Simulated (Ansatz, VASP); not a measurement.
## One calculation of TiAl, two programs

Contents of INCAR:

```
SYSTEM = TiAl
PREC = Accurate ; ENCUT = 520
EDIFF = 1E-6 ; ISMEAR = 0
SIGMA = 0.1 ; LREAL = .False.
LASPH = .True. ; NELM = 60
ALGO = Normal ; ISIF = 2
LWAVE = .False. ; LCHARG = .False.
NBANDS = 14
```

KPOINTS

```
regular mesh
0
Gamma
  8 8 8
  0 0 0
```

POSCAR

```
TiAl
1.0
    3.0180000000      0.0000000000      0.0000000000
    0.0000000000      3.0180000000      0.0000000000
    0.0000000000      0.0000000000      3.0180000000
Ti Al
1 1
Direct
    0.5000000000      0.5000000000      0.5000000000
    0.0000000000      0.0000000000      0.0000000000
```

Input for Ansatz:

```yaml
crystal:
  lattice:
    a: 3.018
    b: 3.018
    c: 3.018
    alpha: 90.0
    beta: 90.0
    gamma: 90.0
  atoms:
    - { symbol: Ti, position: [0.5, 0.5, 0.5] }
    - { symbol: Al, position: [0.0, 0.0, 0.0] }
kpoints:
  mp_grid:
    grid: [8, 8, 8]
hamiltonian:
  xc: lda
  pseudopotentials:
    kind: paw
scf:
  occupations:
    method: gaussian
    width: 0.1
output:
  stress: true
```

Alike in both runs: task single point; functional LDA; k mesh 8 × 8 × 8; occupations gaussian, width 0.1 eV; no spin polarisation.

```csv
,VASP,Ansatz
version,VASP 6.6.1,Ansatz 0.2.0
potentials or method,"VASP PAW LDA potentials, release 64 (Ti_sv, Al)","plane waves, PAW"
plane-wave cutoff (eV),520,420
valence electrons in the cell,15,15
```

Ansatz gave:

| Property | Result |
| --- | --- |
| pressure (GPa) | 16.0 |

**Question.** Which values does VASP return?

**Answer.** Pressure (GPa): 16.2.

Caveats: so large a pressure means that the cell lies far from this level's equilibrium, or that cutoff or potentials fall short (VASP).
